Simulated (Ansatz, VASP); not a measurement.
## CdF2 in VASP and in Ansatz

```
CELL_PARAMETERS angstrom
0.00000 2.68210 2.68210
2.68210 0.00000 2.68210
2.68210 2.68210 0.00000
ATOMIC_POSITIONS crystal
Cd 0.00000 0.00000 0.00000
F 0.25000 0.25000 0.25000
F 0.75000 0.75000 0.75000
```

Alike in both runs: task single point; functional PBEsol; k mesh 6 × 6 × 6; no spin polarisation.

|  | VASP | Ansatz |
| --- | --- | --- |
| version | VASP 6.6.1 | Ansatz 0.2.0 |
| potentials or method | VASP PAW PBE potentials, release 64 (Cd, F) | PAW plane waves |
| plane-wave cutoff (eV) | 520 | 420 |
| occupations | methfessel-paxton of order 1, width 0.0759 eV | cold, width 0.0759 eV |
| valence electrons in the cell | 26 | 34 |

Ansatz gave:

```
gap on the k mesh at the Fermi level (eV) : 3.00
pressure (GPa)                            : 1.2
```

Q: Which values does VASP return?

A: gap on the k mesh at the Fermi level (eV): 2.97; pressure (GPa): 2.1.

The two sets of potentials don't hold the same shells in valence.

Caveats: the PAW data sets were made with another functional, which shifts forces and pressure a little (VASP). PBEsol gaps usually lie below the measured ones, often by a third to a half. A k mesh can miss the band edges.
